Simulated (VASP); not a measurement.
Wanted: the native input for a VASP 6.6.1 run.

- Task: density of states
- Functional: PBEsol0
- Potentials or basis: VASP PAW PBE potentials, release 64 (Cu)
- Cutoff: 520 eV
- k mesh: 7 × 7 × 7
- Occupations: tetrahedron
- Spin: no spin polarisation
- Grid for exact exchange (PRECFOCK): Fast
- Exchange at q = 0: truncated
- Further INCAR settings: ALGO = Normal; EDIFF = 1e-06; NBANDS = 12

Cu:

```
Cu
1.0
     0.00000    1.80750    1.80750
     1.80750    0.00000    1.80750
     1.80750    1.80750    0.00000
Cu
1
Direct
  0.00000 0.00000 0.00000
```

The input as run:

POSCAR

```
Cu
1.0
    0.0000000000      1.8075000000      1.8075000000
    1.8075000000      0.0000000000      1.8075000000
    1.8075000000      1.8075000000      0.0000000000
Cu
1
Cartesian
    0.0000000000      0.0000000000      0.0000000000
```

INCAR.step1

```
SYSTEM = Cu
ALGO     = Normal         ! electronic algorithm
EDIFF    = 1E-5           ! SCF threshold, eV
ENCUT    = 520            ! plane-wave cutoff, eV
GGA      = PE             ! functional
ISIF     = 2              ! what is computed and relaxed
ISMEAR   = -1             ! smearing method
LASPH    = .TRUE.         ! aspherical terms in the spheres
LCHARG   = .FALSE.        ! write CHGCAR
LMAXMIX  = 4              ! l up to which the mixer works
LREAL    = .FALSE.        ! projectors in reciprocal space
LWAVE    = .TRUE.         ! write WAVECAR
NBANDS   = 12             ! bands
NELM     = 80             ! most SCF steps
PREC     = Accurate       ! precision mode
SIGMA    = 0.02           ! smearing width, eV
```

INCAR.step2

```
SYSTEM = Cu
AEXX     = 0.25           ! exact-exchange fraction
ALGO     = Normal         ! electronic algorithm
EDIFF    = 1E-6           ! SCF threshold, eV
ENCUT    = 520            ! plane-wave cutoff, eV
GGA      = PS             ! functional
HFRCUT   = -1           
ISIF     = 2              ! what is computed and relaxed
ISMEAR   = -5             ! smearing method
ISTART   = 1            
LASPH    = .TRUE.         ! aspherical terms in the spheres
LCHARG   = .FALSE.        ! write CHGCAR
LHFCALC  = .TRUE.         ! exact exchange
LMAXMIX  = 4              ! l up to which the mixer works
LORBIT   = 10             ! projections on sites
LREAL    = .FALSE.        ! projectors in reciprocal space
LWAVE    = .FALSE.        ! write WAVECAR
NBANDS   = 12             ! bands
NEDOS    = 2001           ! points of the DOS
NELM     = 80             ! most SCF steps
PREC     = Accurate       ! precision mode
PRECFOCK = Fast         
SIGMA    = 0.02           ! smearing width, eV
```

KPOINTS

```
k-points
0
G
  7 7 7
  0 0 0
```

Potentials or basis: VASP PAW PBE potentials, release 64 (Cu).

Command:

```bash
$ cat potpaw_PBE.64/Cu/POTCAR > POTCAR
$ cp INCAR.step1 INCAR
$ mpirun -np 1 vasp_std > vasp.out
$ cp INCAR.step2 INCAR
$ mpirun -np 1 vasp_std > vasp.out
```

Results of the run:

* Pressure: -4.2 GPa
* Band gap on the k mesh: none (metal or under the smearing width)
* Valence electrons inside the program's atomic spheres: Cu 10.08

Caveat: the k mesh is coarse (spacing up to 0.43 Å⁻¹), so the values aren't converged, least of all with exact exchange; the PAW data sets were made with another functional, which shifts forces and pressure a little; tetrahedron occupations give inexact forces and stress in metals.

Wall time 4 min on 1 thread of Intel(R) Xeon(R) 6975P-C (Granite Rapids), on a shared host, peak memory 0.12 GiB.
